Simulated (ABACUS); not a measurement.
The system is Zn.

```
CELL_PARAMETERS angstrom
2.67000 0.00000 0.00000
-1.33500 2.31229 0.00000
0.00000 0.00000 4.96600
ATOMIC_POSITIONS crystal
Zn 0.66667 0.33333 0.75000
Zn 0.33333 0.66667 0.25000
```

- Program: ABACUS 3.10.1
- Task: relaxation of cell and atoms
- Functional: PBE
- Potentials or basis: PseudoDojo NC SR 0.4.1 PBE standard
- Cutoff: 1361 eV
- Density cutoff: 5442 eV
- Basis: DZP LCAO (the cutoffs set its grid)
- k mesh: 8 × 8 × 4
- Occupations: fermi-dirac, width 0.05 eV
- Spin: no spin polarisation

At the start: pressure 0.3 GPa; volume 15.33 Å³/atom.

Problem. How do energy, volume and symmetry change on relaxing?

Solution. Over 14 steps the energy falls by 21.7 meV/atom and the volume is 15.06 Å³/atom (-1.8 %); space group P6_3/mmc (No. 194, to 0.05 Å).

Step by step:
```tsv
step	energy change (eV)	largest force (eV/Å)	pressure (GPa)	volume (Å³)
1	0.0000	0.0000	0.30	30.66
2	-0.0088	0.0000	-0.44	30.79
3	-0.0209	0.0000	-2.22	31.14
4	0.0115	0.0000	-2.74	31.65
5	-0.0323	0.0000	-2.77	31.34
6	-0.0350	0.0000	-2.27	31.11
7	-0.0352	0.0000	-2.11	31.05
8	-0.0387	0.0000	-1.63	30.82
9	-0.0416	0.0000	-1.01	30.53
10	-0.0421	0.0000	-0.84	30.46
11	-0.0430	0.0000	-0.34	30.25
12	-0.0432	0.0000	-0.22	30.20
13	-0.0433	0.0000	0.01	30.11
14	-0.0433	0.0000	0.01	30.11
```

Final structure:
```
Zn
1.0
     2.75561    0.00000    0.00000
    -1.37780    2.38643    0.00000
     0.00000    0.00000    4.57897
Zn
2
Direct
  0.66667 0.33333 0.75000
  0.33333 0.66667 0.25000
```

Caveat: the atomic orbitals were generated for these runs and aren't a published set; the basis of atomic orbitals isn't converged, which shifts pressures, moduli and gaps.
